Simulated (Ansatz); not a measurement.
# BAs (F-43m) in Ansatz: further runs, part 2 of 2

Ansatz 0.2.0. Earlier steps stand in the parts before.

## 4. Relaxation of cell and atoms, HSE06

The input, input.yaml:

```yaml
crystal:
  lattice:
    - [0.0, 2.3885, 2.3885]
    - [2.3885, 0.0, 2.3885]
    - [2.3885, 2.3885, 0.0]
  atoms:
    - { symbol: As, position: [0.75, 0.75, 0.75] }
    - { symbol: B, position: [0.0, 0.0, 0.0] }
hamiltonian:
  xc: hse06
  pseudopotentials: { kind: paw }
kpoints:
  mp_grid: { grid: [5, 5, 5] }
scf:
  occupations: { method: fermi_dirac, width: 0.05 }
output:
  forces: true
  stress: true
  write_density: true
  write_potential: true
  elf: true
  volumetric_format: npy
relax:
  f_tol: 0.01
  max_steps: 40
  cell: { stress_tol: 0.05 }
```

Potentials or basis: Ansatz PAW.

Run with:

```bash
$ ansatz run input.yaml --threads 2 --pin off --max-ram 5632MiB --backend cpu --events-out ev --progress --plain --runs-dir out
```

The log of the run:

```text
Warning: RAYON_NUM_THREADS=2 ignored (pool sized by the plan → 2); use --threads N
Engine: ansatz 0.2.0, x86_64-unknown-linux-gnu
Pseudopotentials: kind: paw
Pseudopotential: As, paw, valence charge 15, recommended cutoff 420 eV (normal), As.paw.azcp
Pseudopotential: B, paw, valence charge 3, recommended cutoff 420 eV (normal), B.paw.azcp
Functional definition: HSE06
  parameter a = 0.25
  parameter omega = 0.11/bohr
  exchange = pbe_x - a*pbe_x_sr(omega) + a*exact_x_sr(omega)
  correlation = pbe_c
Crystal: 2 atoms, lattice volume = 27.252 Å³
Basis set: ecut = 420 eV, 531 PW (Γ), exchange–correlation on 48×48×48 points (8 copies of the dense FFT grid, shifted against one another)
Bands: 13, of which v1, the nominal top of the filled ones, is band 9 counted from 1 (8 counted from 0)
Symmetry: 24 space group operations
Space group: F-43m (ITA 216), of the structure as read, at distance tolerance 3.0e-5 Å
k-points: 10 of 125 (time reversal used)
Non-local potential: As, projectors of the file, l = 0: 2, l = 1: 2, l = 2: 3, l = 3: 1
Non-local potential: B, projectors of the file, l = 0: 2, l = 1: 2, l = 2: 1
PAW form: soft (Blöchl's): semilocal exchange-correlation on the pseudo side does not see the compensation charge
PAW frozen core: As, regenerated for the run's functional, and the local potential with it (the file was generated under x = pbe(κ = 0.804, μ = 0.2195149727645171), c = pbe(β = 0.06672455060314922))
PAW frozen core: B, regenerated for the run's functional, and the local potential with it (the file was generated under x = pbe(κ = 0.804, μ = 0.2195149727645171), c = pbe(β = 0.06672455060314922))
PAW one-centre angular grid: As, 590 points (default); XC on 64 Gauss nodes
PAW one-centre angular grid: B, 110 points (default); XC on 64 Gauss nodes
Initial density: superposition of atomic densities (neutral atoms: chi_scale 0, normalization atom), corrected by the library's trained network
Initial wavefunctions: pseudopotential atomic-orbital guess
Functional: x = pbe(κ = 0.804, μ = 0.2195149727645171), c = pbe(β = 0.06672455060314922), warm-up for x = pbe(κ = 0.804, μ = 0.2195149727645171) + 0.25 (exact − pbe) at short range (hse, ω = 0.20786987370883472 Å⁻¹), c = pbe(β = 0.06672455060314922); HSE06 as pw.x's `hse` composes it (authors' and Libxc's form: `xc: wpbeh`)
SCF iter   1: F=—  HF=-5012.043303 eV  |F-HF|=—  |Δ(HF+E_count)|=         —  Δρ=1.25e-3  dr2=3.28e-4  ethr=1.77e-3  ⟨swp⟩=5.5  Hψ=523  notcnv=0
preconditioner: auto → none  [insulator: Δε(μ)=1.183 eV  Ē_g=12.417 eV  σ=0.050 eV  W_gap=1.00  n_scr=8 (ndim 8)  ℏωp=20.1 eV  f_vac=0.001  D(μ)=0.00/eV (n_scr^D=0)]
SCF iter   2: F=-5012.043478 eV  HF=-5012.043438 eV  |F-HF|=4.04e-5  |Δ(HF+E_count)|=   1.34e-4  Δρ=5.69e-4  dr2=6.88e-5  ethr=1.82e-6  ⟨swp⟩=4.0  Hψ=343  notcnv=0
SCF 1 stopped early in 2 iterations: F = -5012.043478 eV  dr2 = 6.88e-5
Initial density: handed on by an earlier stage of this run
[... 117 lines left out ...]
hybrid SCF converged: 2 outer / 7 inner (+0 warm-up), last move |dexx| = 1.51e-12 eV, tail = 5.36e-12 eV
Stability not checked: this state was not tested for a lower state beside it, because the functional holds exact exchange (a hybrid, or Hartree-Fock), whose exchange loop this test does not read (fock_operator; see scf.lower_state_search)
Free energy (F): -5013.440904 eV
Frozen-core exchange: fock
Harris-Foulkes:  -5013.440904 eV  (|F-HF|=2.73e-12)
Internal energy: -5013.440904 eV  (E = F + TS)
E sigma→0 (E₀):  -5013.440904 eV
Fermi energy:    11.679049 eV
--- Per-component energies (eV) ---
  E_band       = -256.445509
  E_kinetic    = 151.322668
  E_local      = -1691.834495  (includes V_loc(G=0)·N_el)
  E_nonlocal   = -658.791208
  E_hartree    = 940.313804
  E_xc         = -90.370748
  E_vxc        = -94.770456  (∫ρ·V_xc dr)
  E_exx        = -66.718102  (= α·E_x^exact, valence–valence)
  E_paw        = -1869.591002  (= ΣΔE_a)
  E_vpaw       = 290.436588  (= ΣTr[D̂ρ^β])
  E_aug_tail   = 0.000007  (compensation charges beyond the density's cutoff)
  E_ewald      = -1726.999028
  E_core_change = -0.772800  (= ΣΔE_core)
  E_smearing   = -0.000000  (= −TS)
  E_closure    = -0.000000  (closes the sum)
  Σ components = -5013.440904   (vs F -5013.440904, Δ=0.00e0)
--- Forces (eV/Å), atoms counted from 1 ---
  atom   1  As     0.00000000     0.00000000     0.00000000
  atom   2  B     -0.00000000     0.00000000     0.00000000
  max |Σ_I F_I| component: 1.26e-16 eV/Å
--- Stress (GPa, compression-positive) ---
       -0.000964       0.000000       0.000000
       -0.000000      -0.000964       0.000000
        0.000000       0.000000      -0.000964
  P = ⅓ Tr σ = -0.0010 GPa (-0.010 kbar)
--- Band table (eV; the first three rows and the last of 10) ---
  k-point 0: bands = ["-28.5144", "-28.5144", "-28.5144", "-28.4869", "-28.4869", "-6.1869", "10.7778", "10.7778", "10.7778", "14.9056", "14.9056"]
  k-point 1: bands = ["-28.5132", "-28.5118", "-28.5118", "-28.4866", "-28.4866", "-5.4690", "6.6951", "9.8386", "9.8386", "14.9041", "16.1074"]
  k-point 2: bands = ["-28.5113", "-28.5085", "-28.5085", "-28.4852", "-28.4852", "-3.5870", "2.0336", "8.9076", "8.9076", "14.4304", "16.5433"]
  k-point 9: bands = ["-28.5126", "-28.5059", "-28.5001", "-28.4894", "-28.4838", "-2.0276", "2.3140", "4.8069", "6.2469", "16.1175", "17.0606"]
  guard bands above this table: 2 of the run's 13 bands. The solve was not asked for them (output.publish_guard_bands: true or output.eigenvalues: true publishes all)
--- Relaxed structure (3 steps of the walk, 3 accepted, 1 SCFs on fresh bases) ---
  F+E_penalty+E_count = -5013.44090370 eV   max|allowed force component| = 6.657e-17 eV/Å   (the final SCF, on the basis selected at the relaxed cell)
  cell:  # Å, volume = 27.1946 Å³
    - [2.388455640419809e-34, 2.386807122917606, 2.386807122917606]
    - [2.386807122917606, 4.468004351345321e-33, 2.386807122917606]
    - [2.386807122917606, 2.386807122917606, 3.413899262040045e-33]
  atoms:
    - { symbol: As, position: [0.7499999999999999, 0.7499999999999999, 0.7499999999999999] }
    - { symbol: B, position: [8.922175194618926e-34, -8.552605217152949e-34, -9.052364618498986e-34] }
```

rho_z.tsv:

```text
# z_ang	rho[e/angstrom^3]
# format = ansatz-planar-average/11
# lattice	0.000000000	2.386807123	2.386807123
# lattice	2.386807123	0.000000000	2.386807123
# lattice	2.386807123	2.386807123	0.000000000
# sites	2
# site	33	3.580210684	3.580210684	3.580210684
# site	5	-0.000000000	-0.000000000	0.000000000
0.000000	4.553169e-1
0.140644	3.763036e-1
0.281288	3.221034e-1
0.421932	2.797845e-1
0.562576	2.445161e-1
0.703220	2.157314e-1
[... 16 lines left out ...]
3.094167	7.932150e-1
3.234811	5.834224e-1
```

Wall time 50 s (2 threads of Intel Xeon at 2.70GHz, shared host); peak memory 0.69 GiB.

What came out:

```yaml
Free_energy: -5013.4409 eV
Relaxed_volume: 13.60 Å³/atom
Relaxed_cell: a = 3.375 Å, b = 3.375 Å, c = 3.375 Å, α = 60.00°, β = 60.00°, γ = 60.00°
Space_group_after_relaxing_to_0.05_Å: F-43m (No. 216)
Energy_gained_by_relaxing: 0.0 meV/atom
Ionic_steps: 4
Pressure_after_relaxing: 0.0 GPa
Band_gap_on_the_k_mesh: 1.84 eV, indirect (least direct gap 4.13 eV)
```

Final structure:
```
CELL_PARAMETERS angstrom
0.00000 2.38681 2.38681
2.38681 0.00000 2.38681
2.38681 2.38681 0.00000
ATOMIC_POSITIONS crystal
As 0.75000 0.75000 0.75000
B 0.00000 0.00000 0.00000
```

Levels at points of the mesh, in eV from the valence-band top:
```tsv
k point	band 5	band 6	band 7	band 8	band 9	band 10	band 11
(0.00, 0.00, 0.00)	-39.26	-16.96	0.00	0.00	0.00	4.13	4.13
```

Caveat: the k mesh is coarse (spacing up to 0.46 Å⁻¹), so the values aren't converged, least of all with exact exchange; odd divisions of the mesh miss points on the zone boundary, where band edges often lie, so the gap on the mesh can be too wide; the plane-wave basis is chosen anew once the cell has moved, so the energies of steps on either side of that aren't comparable; the PAW data sets come from PBE, with cores solved anew for the run's functional, which leaves a small shift of forces and pressure. A k mesh can miss the band edges.

## 5. Single point, PBE

The input, input.yaml:

```yaml
crystal:
  lattice:
    - [0.0, 2.3885, 2.3885]
    - [2.3885, 0.0, 2.3885]
    - [2.3885, 2.3885, 0.0]
  atoms:
    - { symbol: As, position: [0.75, 0.75, 0.75] }
    - { symbol: B, position: [0.0, 0.0, 0.0] }
hamiltonian:
  xc: pbe
  pseudopotentials: { kind: paw }
kpoints:
  mp_grid: { grid: [10, 10, 10] }
scf:
  occupations: { method: gaussian, width: 0.013 }
output:
  forces: true
  stress: true
  eigenvalues: true
```

Run with:

```bash
$ ansatz run input.yaml --threads 2 --pin off --max-ram 5632MiB --backend cpu --events-out ev --progress --plain --runs-dir out
```

It took 1.5 s on 2 threads of Intel Xeon at 2.70GHz, shared host; peak memory 0.32 GiB.

Results (log left out):

* Free energy: -5012.1003 eV
* Pressure: 2.8 GPa
* Band gap on the k mesh: 1.18 eV, indirect (least direct gap 3.28 eV)

Levels at points of the mesh, in eV from the valence-band top:
| k point | band 7 | band 8 | band 9 | band 10 | band 11 | band 12 |
| --- | --- | --- | --- | --- | --- | --- |
| (0.00, 0.00, 0.00) | 0.00 | 0.00 | 0.00 | 3.28 | 3.28 | 3.28 |
| (0.00, 0.00, -0.50) | -8.78 | -1.82 | -1.82 | 2.69 | 4.79 | 4.79 |
| (0.00, -0.50, -0.50) | -8.52 | -4.07 | -4.07 | 1.44 | 1.45 | 11.39 |

A k mesh can miss the band edges. A hybrid or GW would open this gap; PBE tends to underestimate it.

## 6. Overview

| task | level | cell | k mesh | smearing | mesh quality | gap on the mesh (eV) | pressure (GPa) | relaxed volume (Å³/atom) |
| --- | --- | --- | --- | --- | --- | --- | --- | --- |
| single point | PBE | as given | 10 × 10 × 10 | gaussian 0.011 eV | not flagged | 1.18 | 2.8 | - |
| relaxation of cell and atoms | PBE | relaxed | 10 × 10 × 10 | fermi-dirac 0.05 eV | not flagged | 1.20 | 0.0 | 13.90 |
| relaxation of cell and atoms | HSE06 | relaxed | 5 × 5 × 5 | fermi-dirac 0.05 eV | coarse | 1.84 | 0.0 | 13.60 |
| single point | PBE | as given | 10 × 10 × 10 | gaussian 0.013 eV | not flagged | 1.18 | 2.8 | - |

Alike in all rows: potentials or basis Ansatz PAW; no spin polarisation; cutoff (eV) 420.

Caveats: some runs use coarse meshes; the plane-wave basis is chosen anew once the cell has moved, so the energies of steps on either side of that aren't comparable (some runs); odd divisions of the mesh miss points on the zone boundary, where band edges often lie, so the gap on the mesh can be too wide (some runs); the PAW data sets come from PBE, with cores solved anew for the run's functional, which leaves a small shift of forces and pressure (some runs).

Total energies depend on the potentials used, so only differences within one code and one set of settings carry meaning.
